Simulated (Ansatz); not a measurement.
# PtS2: the cost of one run

Program: Ansatz 0.2.0. Level of theory: DFT PBE, scalar-relativistic, plane waves, PAW. These are calculated values, not measurements.

The COD entry's cell or inner coordinates are ideal or old and differ from later refinements, so a difference from it is no clean test against experiment.

1 further run of the same task is left out (set aside as unsound or not needed).

### Step 1. The structure to begin with

The structure is trigonal, space group P-3m1 (No. 164). Conventional cell: a = 3.543 Å, b = 3.543 Å, c = 5.039 Å, α = 90.00°, β = 90.00°, γ = 120.00°. Pt (site symmetry -3m) has 6 S at 2.40 Å as nearest neighbours. Around S (site symmetry 3m) lie 3 Pt at 2.40 Å.

Coordinates:

```cif
data_structure
_symmetry_space_group_name_H-M 'P-3m1'
_symmetry_Int_Tables_number 164
_cell_length_a 3.5432
_cell_length_b 3.5432
_cell_length_c 5.0388
_cell_angle_alpha 90.000
_cell_angle_beta 90.000
_cell_angle_gamma 120.000
_cell_volume 54.78
loop_
_atom_site_label
_atom_site_type_symbol
_atom_site_symmetry_multiplicity
_atom_site_Wyckoff_symbol
_atom_site_fract_x
_atom_site_fract_y
_atom_site_fract_z
_atom_site_occupancy
Pt1 Pt 1 a 0.00000 0.00000 0.00000 1
S1 S 2 d 0.33333 0.66667 0.25000 1
```

The structure comes from the Crystallography Open Database.

### Step 2. A change within the space group

Against the listed cell: strain xx, yy, zz, yz, xz, xy = +5.3, +5.3, -0.7, +0.0, +0.0, +0.0 %; atoms moved by 0.03 Å root mean square, at most 0.04 Å.

input.yaml reads:

```yaml
crystal:
  lattice:
    - [3.7299615202, 0.0, 0.0]
    - [-1.8649807601, 3.2302414316, 0.0]
    - [0.0, 0.0, 5.002067148]
  atoms:
    - { symbol: Pt, position: [0.0, 0.0, 0.0] }
    - { symbol: S, position: [0.3333333333, 0.6666666667, 0.2572918842] }
    - { symbol: S, position: [0.6666666667, 0.3333333333, 0.7427081158] }
basis:
  ecutwfc: 420
kpoints:
  mp_grid: { grid: [12, 12, 8] }
hamiltonian:
  xc: pbe
scf:
  occupations: { method: gaussian, width: 0.05 }
output:
  forces: true
  stress: true
  eigenvalues: true
```

Command:

```sh
> ansatz run input.yaml --threads 1 --pin off --max-ram 1331MiB --backend cpu --events-out ev --progress --plain --runs-dir out
```

What time and memory should one allow on 1 thread of an x86-64 CPU, shared host?

About 3.7 s, with a peak of 0.44 GiB.
